**Question: Which of these PtS₂ gaps should I use?**

I need the band gap of PtS₂ to decide whether a film is worth testing as a semiconductor layer. A colleague ran one crystal cell with twelve functionals, and the answers differ by more than a factor of three. The GGAs agree so well that I'm tempted to trust them, but I was told that hybrids are "better". Is the higher rung worth its cost, and how accurate is the number I'd get?

VASP Kohn–Sham DFT calculations of bulk PtS₂ (space group P-3m1, 3-atom cell) at a fixed geometry, without spin polarization, spin–orbit coupling or a dispersion correction. The basis column gives the plane-wave cutoff, and the smearing width is 0.05 eV. Gaps are orbital gaps. Ten are read along the band path; those of BLYP and PBEsol are read on the k mesh, where they are slightly smaller than along the path (1.065 and 0.971 eV).

```
  method      rung                            potentials   basis             k mesh  gap (eV)
    BLYP       GGA  VASP PAW PBE potentials, recommended  520 eV  9x9x5 3-atom cell     1.049
     PBE       GGA           VASP PAW PBE potentials, gw  600 eV  9x9x5 3-atom cell     1.011
  PBEsol       GGA  VASP PAW PBE potentials, recommended  520 eV  9x9x5 3-atom cell     0.964
    RPBE       GGA  VASP PAW PBE potentials, recommended  520 eV  9x9x5 3-atom cell     1.071
     LAK  meta-GGA  VASP PAW PBE potentials, recommended  520 eV  9x9x5 3-atom cell     1.363
     MS2  meta-GGA  VASP PAW PBE potentials, recommended  520 eV  9x9x5 3-atom cell     1.262
  r2SCAN  meta-GGA  VASP PAW PBE potentials, recommended  520 eV  9x9x5 3-atom cell     1.185
 revTPSS  meta-GGA  VASP PAW PBE potentials, recommended  520 eV  9x9x5 3-atom cell     1.061
    PBE0    hybrid  VASP PAW PBE potentials, recommended  520 eV  5x5x3 3-atom cell     2.245
   TPSSh    hybrid  VASP PAW PBE potentials, recommended  520 eV  5x5x3 3-atom cell     1.555
 r2SCAN0    hybrid  VASP PAW PBE potentials, recommended  520 eV  5x5x3 3-atom cell     2.334
r2SCAN50    hybrid  VASP PAW PBE potentials, recommended  520 eV  5x5x3 3-atom cell     3.640
```

**Answer**

The choice that matters most here is how much exact exchange the functional contains. The agreement among the GGAs is no sign of accuracy, because they share the same shortcoming. To see why, it helps to look at two extremes.

In the first extreme, every electron moves in one common local potential. A filled state and an empty state then feel the same exchange and correlation, although their situations differ: an electron already in the crystal must not repel itself, while an added one is repelled by all the others. A common potential can't express that difference. Even an exact potential of this kind would give an orbital gap below the true cost of removing one electron and adding another, and GGAs usually come out too low for this reason.

In the second extreme, exchange is treated exactly and in full, as in Hartree–Fock theory. Filled states are now freed from their self-repulsion and sink, while empty states gain little and stay high. The gap becomes far too wide, because the other electrons aren't allowed to rearrange around the added charge. In a real crystal they do rearrange, and this screening weakens the effect.

A hybrid functional sits between the extremes by replacing a fixed share of its approximate exchange by exact exchange. Theory suggests a share of roughly one over the dielectric constant of the crystal. With no screening that constant is one and the share is 100%; with perfect screening, as in a metal, the share goes to zero.

**The GGAs: consistent, but probably low**

The four GGAs give gaps from 0.964 to 1.071 eV. Reading all four along the band path would hardly change this: the range would then start at 0.971 eV. At Γ, the centre of the Brillouin zone, their gaps differ by only about 0.01 eV, so most of the scatter comes from band edges elsewhere in the zone. Changing from one of these GGAs to another therefore moves the gap by no more than about a tenth of an eV and leaves the common deficit in place. The PBE row also has other potentials and a higher cutoff, so its offset of a few hundredths from its neighbours shouldn't be read as a property of the functional. More generally, the cutoffs and meshes are usual working values, not converged limits, and every functional here is used with potentials made for PBE. Small differences between any two rows may partly come from these settings. The band runs of BLYP, PBEsol and RPBE used Gaussian instead of Fermi–Dirac smearing; with gaps this wide, that is harmless.

**The meta-GGAs: the name of the rung isn't enough**

A meta-GGA also uses the kinetic-energy density, which depends on the shape of the orbitals. Filled and empty states no longer feel quite the same potential, and part of the lost gap can return. If the functional hardly responds to this ingredient, it should behave like a GGA; if it responds strongly, the gap can open.

The table shows both kinds of outcome. The gap of revTPSS, 1.061 eV, lies inside the range of the GGAs, whereas LAK lies about 0.34 eV above their mean. Even revTPSS doesn't match the GGAs everywhere: at Γ its gap is 0.08 to 0.09 eV wider than theirs. "I used a meta-GGA" is thus an incomplete description of a gap calculation: the spread within this rung is about three times that within the GGAs.

**The hybrids: the share sets the answer**

Every hybrid gap in the table lies above every GGA and meta-GGA gap. The cleanest comparison is the r2SCAN family, where the share rises from 0 to 25 to 50% and the gap from 1.185 to 2.334 to 3.640 eV. It isn't perfectly clean, because the first step also changes the mesh of k points, the sampling points of the Brillouin zone. A quarter of exact exchange about doubles the gap.

This suggests a simple estimate. If the orbitals kept their shape, each level would shift in proportion to the share *a*, and so would the gap:

gap(*a*) ≈ gap(0) + *S* × *a*

The slope *S* comes from two rows only, r2SCAN and r2SCAN0: a step of 1.149 eV for *a* = 0.25, or about 0.46 eV for every 10 percentage points. PBE0 took no part in this and can serve as a trial. It also has 25% exact exchange, so the same step is added to the PBE gap: 1.011 + 1.149 = 2.160 eV. The table has 2.245 eV, so the estimate is about 4% below the computed gap, and the step itself is missed by about 7%. Part of this miss may come from the other potentials and cutoff of the PBE row.

TPSSh, with 10%, is also met well if revTPSS stands in for its close relative TPSS. The estimate is poorest for r2SCAN50, where it falls about 0.16 eV short, because the second 25% opens the gap more than the first. The same happens at Γ, so a change in the position of the band edges isn't needed to explain it. A likely reason is that the orbitals themselves change as exact exchange grows. The change of mesh in the first step may also play a part, and these runs don't separate the two. The straight line is a good guide up to about 25% and a rough one beyond.

**Which share suits this crystal?**

Read backwards, the rule of one over the dielectric constant shows what each hybrid assumes. A share of 50% fits a constant of about two, typical of wide-gap insulators that screen weakly. A share of 25% fits a constant of about four. Semiconductors with gaps of one or two eV usually screen better than that, so I expect PBE0 and r2SCAN0 to be too high here and r2SCAN50 much too high. TPSSh, with its 10%, would suit a constant near ten.

That is an argument from theory and not a ranking against experiment. In a layered crystal such as PtS₂ the constant also differs along and across the layers, so the rule gives a range of shares. Even a narrow range matters. Suppose you knew only that the dielectric constant lay between 8 and 12. The share would then lie between about 12 and 8%, and the gap would be uncertain by about 0.2 eV. To hold the gap to 0.1 eV, you would have to know the right share to about 2 percentage points.

**What the accuracy costs**

A GGA is the cheapest level, and a meta-GGA scales in the same way with the size of the cell. Exact exchange is much dearer because it couples each orbital with every filled one, and in a crystal it does so for all pairs of k points. Going from the 5×5×3 mesh of the hybrids to the 9×9×5 mesh of the other rows would mean about 29 times as many pairs, before symmetry reduces the work. The share itself hardly affects the cost: 10% needs the same exchange integrals as 50%.

The coarse mesh that makes hybrids affordable has a trap. If you read the gap only at the mesh points, all four hybrids come out 0.25 to 0.29 eV higher than along the band path, because the mesh misses a band edge. That error is nearly as large as the gain from the average GGA to LAK. The tabulated hybrid gaps are read along the path, which comes closer to the band edges here. A path can still miss an edge that lies off its lines: for BLYP and PBEsol the 9×9×5 mesh gives the smaller gap, by up to about 0.02 eV. Read yours both ways and keep the smaller value before paying for a finer mesh. The path doesn't cure any error that the coarse mesh leaves in the exact exchange itself, and these runs don't test how large that error is.

**What I would do**

- **To see whether this cell is a semiconductor at all**, use a GGA. All twelve rows agree that it is. Had the GGA shown no gap, you would have needed a higher level to be sure, because GGA gaps are usually too low.
- **To compare similar crystals**, choose one functional and keep it throughout. Never subtract a GGA gap from a hybrid gap: the step from PBE to PBE0 alone is more than 1.2 eV.
- **For a first estimate of the gap's size**, take TPSSh, at 1.555 eV, if a dielectric constant near ten seems plausible. LAK, a meta-GGA designed with band gaps in mind, gives 1.363 eV at much lower cost. Neither is tested against experiment here, and their closeness isn't an error bar, since both could be wrong in the same direction.
- **For a gap good to a few tenths of an eV**, calculate the dielectric constant, set the exchange share from it, and check the result against a measured gap or a GW calculation. Choosing a hybrid by its name won't do, because TPSSh and r2SCAN0 differ by almost 0.8 eV.

Before you compare any of these values with a measurement, relax the structure. The sulfur atoms in this cell still feel forces of around 1 eV/Å, so the gap of the relaxed crystal may differ. The layers of PtS₂ are held together partly by dispersion forces, which plain GGAs miss, so add a dispersion correction or keep the measured cell lengths while the atoms relax. Include spin–orbit coupling as well: platinum is heavy, all twelve runs leave the coupling out, and its effect on this gap is untested. Until both the structure and the coupling are dealt with, a disagreement with experiment can't be blamed on the functional alone. The atoms are also held still in these runs, whereas vibrations can shift a measured gap. Finally, all these values are for the bulk crystal. A film only a few layers thick can have a wider gap and needs its own calculation.

The output below gives the steps between the levels and the trials of the straight-line estimate. It also tries a variant in which all parent functionals head towards the same gap at full exact exchange. That variant comes closer by about 0.04 eV for PBE0 and 0.01 eV for TPSSh, too little to decide between the two forms with these rows.

Output of the analysis:

```
Mean gap of the four GGAs (eV): 1.024
Spread of the GGA gaps, largest less smallest (eV): 0.107
Spread of the GGA gaps at Gamma (eV): 0.012
Spread of the meta-GGA gaps (eV): 0.302
LAK gap less GGA mean (eV): 0.3393
r2SCAN gap less GGA mean (eV): 0.1613
Step from r2SCAN to r2SCAN0 (eV): 1.149
Step from r2SCAN0 to r2SCAN50 (eV): 1.306
Step from r2SCAN to r2SCAN0 at Gamma (eV): 1.214
Step from r2SCAN0 to r2SCAN50 at Gamma (eV): 1.347
Step from PBE to PBE0 (eV): 1.234
Opening per 10 percentage points of exact exchange, first r2SCAN step (eV): 0.4596
Change of exchange share that moves the gap by 0.1 eV (percentage points): 2.176
PBE0 gap predicted from PBE with the r2SCAN slope (eV): 2.16
Miss for PBE0, prediction less table (eV): -0.085
TPSSh gap predicted from revTPSS with the r2SCAN slope (eV): 1.521
Miss for TPSSh, prediction less table (eV): -0.0344
r2SCAN50 gap predicted with the r2SCAN slope (eV): 3.483
Miss for r2SCAN50, prediction less table (eV): -0.157
Miss for PBE0 if all parents move to one full-exchange gap (eV): -0.0415
Miss for TPSSh if all parents move to one full-exchange gap (eV): -0.022
Mesh gap less path gap, smallest among hybrids (eV): 0.2464
Mesh gap less path gap, largest among hybrids (eV): 0.2913
Mesh gap less path gap, largest among GGAs and meta-GGAs (eV): 0.0308
Pairs of k points, 9x9x5 mesh over 5x5x3 mesh, before symmetry (ratio): 29.16
```
